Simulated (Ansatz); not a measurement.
**CdSe at a changed volume — field gradients at the nuclei**

The cell is an entry of the Crystallography Open Database (COD), relaxed with PBE at fixed cell and then changed (volume scaled by 0.98, ions relaxed).

```yaml
crystal:
  lattice:
    - [4.27015, 0.00000, 0.00000]
    - [-2.13507, 3.69806, 0.00000]
    - [0.00000, 0.00000, 6.96295]
  atoms:
    - { symbol: Cd, position: [0.33333, 0.66667, 0.00048] }
    - { symbol: Cd, position: [0.66667, 0.33333, 0.50048] }
    - { symbol: Se, position: [0.33333, 0.66667, 0.37631] }
    - { symbol: Se, position: [0.66667, 0.33333, 0.87631] }
```

Atoms are numbered from 1 in the order listed; like atoms form one site, named after its first atom.

Method: Kohn–Sham DFT in Ansatz, PBE, plane waves and PAW, scalar-relativistic, 420 eV cutoff, Γ-centred 12×12×6 k-points, Fermi–Dirac smearing 0.02 eV.

Conventions: |V_zz| ≥ |V_yy| ≥ |V_xx|, η = (V_xx − V_yy)/V_zz, C_Q = eQV_zz/h.

(1) Give the quadrupolar parameters of the distinct sites.

Answers

(1) 

```csv
site,atoms (order as listed),first shell,"V_xx, V_yy, V_zz (10²¹ V/m²)",η,C_Q (MHz)
Cd,"1, 2",4 Se at 2.61–2.62 Å,"-0.085, -0.085, 0.17",0.00,–
Se,"3, 4",4 Cd at 2.61–2.62 Å,"-0.075, -0.075, 0.15",0.00,–
```

An axis of threefold or higher order runs through Cd and Se, so V_zz lies along it and η is zero.

Cd, Se have no stable isotope with a ground-state quadrupole moment in the table, so no C_Q is given.

Without spin–orbit coupling (the program notes it for Cd) the gradients can shift somewhat, as the gap is small.
